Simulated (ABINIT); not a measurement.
The system is WC (Qusongite).

```
W C
1.0
     2.90650    0.00000    0.00000
    -1.45325    2.51710    0.00000
     0.00000    0.00000    2.83660
W C
1 1
Direct
  0.00000 0.00000 0.00000
  0.66667 0.33333 0.50000
```

Base run:

```yaml
Program: ABINIT 10.8.3 (patched build)
Functional: RPBE
Potentials_or_basis: JTH PAW PBE v2.0
Cutoff: 517 eV
k_mesh: 10 × 10 × 9
Occupations: fermi-dirac, width 0.05 eV
Spin: no spin polarisation
```

Its results: band gap on the k mesh none (metal or under the smearing width); pressure 10.6 GPa.

Problem. After a change of settings the same cell gave: band gap on the k mesh none (metal or under the smearing width); pressure 18.8 GPa. Which change was it?
A. functional from RPBE to PBEsol; potentials or basis from JTH PAW PBE v2.0 to PseudoDojo NC SR PBEsol v0.4.1 standard; cutoff from 517 eV to 1116 eV
B. functional from RPBE to PW91; cutoff from 517 eV to 544 eV; fine-grid cutoff from 1034.03 eV to 1088.46 eV
C. functional from RPBE to BLYP
D. functional from RPBE to PBE; k mesh from 10 × 10 × 9 to 8 × 8 × 7

Solution. C.

Caveats: spin-orbit coupling is left out, which moves the levels of the heavy elements; the PAW data sets were made with another functional, which shifts forces and pressure a little (some runs); so large a pressure means that the cell lies far from this level's equilibrium, or that cutoff or potentials fall short (some runs); the potentials were made for another functional, which shifts forces and pressure (some runs).
